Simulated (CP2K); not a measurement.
Runs of CP2K 2026.2 on Te. Symmetry: P3_121, No. 152, trigonal system. The conventional cell has a = 4.454 Å, b = 4.454 Å, c = 5.924 Å, α = 90.00°, β = 90.00°, γ = 120.00°. Te (site symmetry 2) is surrounded by 2 Te at 2.86 Å. 

| task | level | potentials or basis | spin | cell | k mesh | smearing | EPS_DEFAULT | k points reduced by the point group | NGRIDS | basis sets | potentials | gap on the mesh (eV) | pressure (GPa) | largest force (eV/Å) |
| --- | --- | --- | --- | --- | --- | --- | --- | --- | --- | --- | --- | --- | --- | --- |
| band structure | LDA | GTH_POTENTIALS Te GTH-PADE-q6; TZVP-MOLOPT-PBE-GTH basis | off | as given | 7 × 7 × 5 | fermi-dirac 0.05 eV | 1.0E-9 | yes | 4 | Te TZVP-MOLOPT-PBE-GTH-q6 | Te GTH-PADE-q6 of GTH_POTENTIALS | - | -1.1 | (c) |
| band structure | PBEsol | POTENTIAL_UZH Te GTH-PBE-q6; TZVP-MOLOPT-PBE-GTH basis | off | as given | 7 × 7 × 5 | fermi-dirac 0.0259 eV | 1.0E-9 | yes | 4 | Te TZVP-MOLOPT-PBE-GTH-q6 | Te GTH-PBE-q6 of POTENTIAL_UZH | - | 0.7 | (b) |
| relaxation of cell and atoms | PBE | POTENTIAL_UZH Te GTH-PBE-q6; TZVP-MOLOPT-PBE-GTH basis | off | relaxed to 10 GPa | 5 × 5 × 4 | fermi-dirac 0.1 eV | 1.0E-9 | - | 4 | Te TZVP-MOLOPT-PBE-GTH-q6 | Te GTH-PBE-q6 of POTENTIAL_UZH | none | 10.0 | 0.01 |
| band structure | r2SCAN | POTENTIAL_UZH Te GTH-SCAN-q6; TZVP-MOLOPT-SCAN-GTH basis | off | as given | 7 × 7 × 5 | fermi-dirac 0.01 eV | 1.0E-9 | yes | 4 | Te TZVP-MOLOPT-SCAN-GTH-q6 | Te GTH-SCAN-q6 of POTENTIAL_UZH | - | (a) | 0.09 |
| band structure | TB-mBJ | POTENTIAL_UZH Te GTH-PBE-q6; TZVP-MOLOPT-PBE-GTH basis | off | as given | 7 × 7 × 5 | fermi-dirac 0.1 eV | 1.0E-9 | yes | 4 | Te TZVP-MOLOPT-PBE-GTH-q6 | Te GTH-PBE-q6 of POTENTIAL_UZH | 0.79 | - | - |
| band structure | PBE | GTH_SOC_POTENTIALS Te GTH-PBE-q6; TZVP-MOLOPT-PBE-GTH basis | SOC, no magnetisation | as given | 7 × 7 × 5 | fermi-dirac 0.0259 eV | 1.0E-9 | - | 5 | Te TZVP-MOLOPT-PBE-GTH-q6 | Te GTH-PBE-q6 of GTH_SOC_POTENTIALS | - | 2.2 | 0.35 |
| band structure | PBE | POTENTIAL_UZH Te GTH-PBE-q6; TZVP-MOLOPT-PBE-GTH basis | off | as given | 7 × 7 × 5 | fermi-dirac 0.0259 eV | 1.0E-10 | yes | 4 | Te TZVP-MOLOPT-PBE-GTH-q6 | Te GTH-PBE-q6 of POTENTIAL_UZH | - | 2.2 | 0.35 |

Task: Fill in the values left out.

Result: (a) 1.1; (b) 0.46; (c) 0.22.

Caveats: the basis of atomic orbitals isn't converged, which shifts pressures, moduli and gaps; spin-orbit coupling is left out, which moves the levels of the heavy elements (some runs); the potentials were made for another functional, which shifts forces and pressure (some runs); the printed path begins after the first move (some runs); this is a model potential without an energy functional, so only levels have meaning (some runs); the mesh misses the band edges, which the band path finds closer together (some runs).

A k mesh can miss the band edges, and rows without SOC leave out spin-orbit coupling on Te.

A gap of «none» marks a metal or a gap under the smearing width.
